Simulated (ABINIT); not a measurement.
Input of an ABINIT 10.8.3 (patched build) run:

run.abi

```
# Datasets: one volume each
ndtset 7
getwfk -1
scalecart1 3*0.9795861087
scalecart2 3*0.9864848297
scalecart3 3*0.9932883884
scalecart4 3*1.0000000000
scalecart5 3*1.0066227096
scalecart6 3*1.0131594038
scalecart7 3*1.0196128224

# Pseudopotentials
pp_dirpath "./"
pseudos "Pb.GGA_PBE-JTH.xml, Se.GGA_PBE-JTH.xml"

# Structure
acell 3*1.0
rprim
     0.0000000000     5.7837902633     5.7837902633
     5.7837902633     0.0000000000     5.7837902633
     5.7837902633     5.7837902633     0.0000000000
ntypat 2
znucl 82 34
natom 2
typat 1 2
xred
     0.0000000000     0.0000000000     0.0000000000
     0.5000000000     0.5000000000     0.5000000000

# Plane-wave basis
ecut 17.0
pawecutdg 34.0

# k points
kptopt 1
ngkpt 8 8 8
nshiftk 1
shiftk 0.0 0.0 0.0

# Exchange and correlation
ixc 11
vdw_xc 6

# Bands and occupations
nband 14
occopt 3
tsmear 0.05 eV

# SCF cycle
nstep 100
tolvrs 1.0e-9

# Output
iomode 3
prtwf 1
prtden 0
prteig 0
prtebands 0
enunit 2
```

Potentials or basis: JTH PAW PBE v2.0.

Command:

```bash
$ abinit run.abi > log 2>&1
```

Q: What does it give for the pressure derivative of the bulk modulus?

A: 4.7 (rough: it moves with the points fitted).

Q: Estimate the bulk modulus.

A: 47 GPa.

Q: Estimate the equilibrium volume.

A: 29.42 Å³/atom.

Energy against volume, from the lowest point:
```
volume (Å³/atom)  energy (meV/atom)
          26.951              35.48
          27.524              20.14
          28.097               9.12
          28.671               2.77
          29.244               0.00
          29.818               0.53
          30.391               4.17
```

Caveat: the cutoff is too short for stress, so the log's stress isn't used; pressures at fixed basis lie under the slope of the energies. Spin-orbit coupling is left out, which matters for the levels of Pb.

The cell as given is a measured one (28.67 Å³/atom); PBE+D3 puts the equilibrium volume +2.6 % from it, thermal expansion not counted.
